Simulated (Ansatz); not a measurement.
A (110) slab of Ti (Im-3m (No. 229)), 5 planes, outer planes Ti (top) and Ti (bottom), with 5 atoms (Ti5) in a surface cell of A = 7.477 Å², as cut from the bulk:

```yaml
crystal:
  lattice:
    - [2.81613, 0.00000, 0.00000]
    - [-0.93871, 2.65508, 0.00000]
    - [0.00000, 0.00000, 24.19745]
  atoms:
    - { symbol: Ti, position: [0.50000, 0.50000, 0.30995] }
    - { symbol: Ti, position: [0.00000, 0.00000, 0.40498] }
    - { symbol: Ti, position: [0.50000, 0.50000, 0.50000] }
    - { symbol: Ti, position: [0.00000, 0.00000, 0.59502] }
    - { symbol: Ti, position: [0.50000, 0.50000, 0.69005] }
```

All numbers below come from DFT r2SCAN, scalar-relativistic, plane waves, PAW in Ansatz 0.2.0. Settings: cutoff 500 eV, Γ-centred mesh 13×13×1 on the computed 5-atom cell, Gaussian smearing of 0.10 eV; no spin polarisation. The cell repeats along c with a dipole correction in the vacuum.

Against the same 5 atoms in the bulk, the slab as cut lies 1.911 eV higher and the relaxed slab 1.831 eV higher.

(1) Work out the surface energy before and after relaxation.

(2) What is the ideal work of this cut, per area?

Answers

(1) The slab has two faces, so γ = (E_slab − N·E_bulk)/(2A), the mean of both. As cut: 1.911/(2 × 7.477) = 0.1278 eV/Å², and 1 eV/Å² = 16.02 J/m², so γ = 2.05 J/m². Relaxed: 1.831/(2 × 7.477) = 0.1224 eV/Å² = 1.96 J/m². Relaxation recovers 4 % of the cost of cutting.

(2) Griffith's ideal work is 2γ: 4.09 J/m² if the new faces stay rigid, 3.92 J/m² if they relax. One thickness was run, 5 planes, so γ can still shift with it.

The reference crystal is the bcc form of Ti, which isn't its usual structure.